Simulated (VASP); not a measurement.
Set up this calculation in VASP 6.6.1, as the native input.

```yaml
Task: relaxation of cell and atoms
Functional: rev-vdW-DF2
Potentials_or_basis: VASP PAW PBE potentials, release 64 (Ga_d, N)
Cutoff: 600 eV
k_mesh: 12 × 12 × 5
Occupations: gaussian, width 0.03 eV
Spin: no spin polarisation
Further_INCAR_settings: ALGO = Normal; EDIFF = 1e-07; IBRION = 2; EDIFFG = -0.005; NSW = 90; ISIF = 3
```

The structure of GaN lies in POSCAR:

```
GaN                                     
1.0
    3.1992671222      0.0000000000     -0.0000000000
   -1.5996335611      2.7706465972      0.0000000000
    0.0000000000      0.0000000000      5.2196618136
  Ga              N             
     2     2
Direct
     0.3333333300000021    0.6666666699999979    0.9993650714913109
     0.6666666699999979    0.3333333300000021    0.4993650714913110
     0.3333333300000021    0.6666666699999979    0.3756349285086890
     0.6666666699999979    0.3333333300000021    0.8756349285086891
```

The input as run:

INCAR

```
SYSTEM = GaN
PREC = Accurate
ENCUT = 600
EDIFF = 1E-7
ISMEAR = 0
SIGMA = 0.03
LREAL = .FALSE.
LASPH = .TRUE.
NELM = 80
ALGO = Normal
ISIF = 3
LWAVE = .FALSE.
LCHARG = .FALSE.
GGA = MK
LUSE_VDW = .TRUE.
AGGAC = 0.0
PARAM1 = 0.1234
PARAM2 = 0.711357
ZAB_VDW = -1.8867
IBRION = 2
NSW = 90
EDIFFG = -0.005
```

KPOINTS

```
Automatic mesh
0
G
  12 12 5
  0 0 0
```

Potentials or basis: VASP PAW PBE potentials, release 64 (Ga_d, N).

Command:

```sh
$ cat potpaw_PBE.64/Ga_d/POTCAR potpaw_PBE.64/N/POTCAR > POTCAR
$ mpirun -np 1 vasp_std > vasp.out
```

Results of the run:

- Pressure after relaxing: 0.0 GPa
- Band gap on the k mesh: 1.80 eV, direct

Caveat: the relaxation stopped at its first step, so nothing moved; the PAW data sets were made with another functional, which shifts forces and pressure a little.

It took 3.2 min on 1 thread of Intel(R) Xeon(R) Platinum 8259CL CPU @ 2.50GHz (Skylake/Cascade Lake) (shared host), peak memory 0.42 GiB.
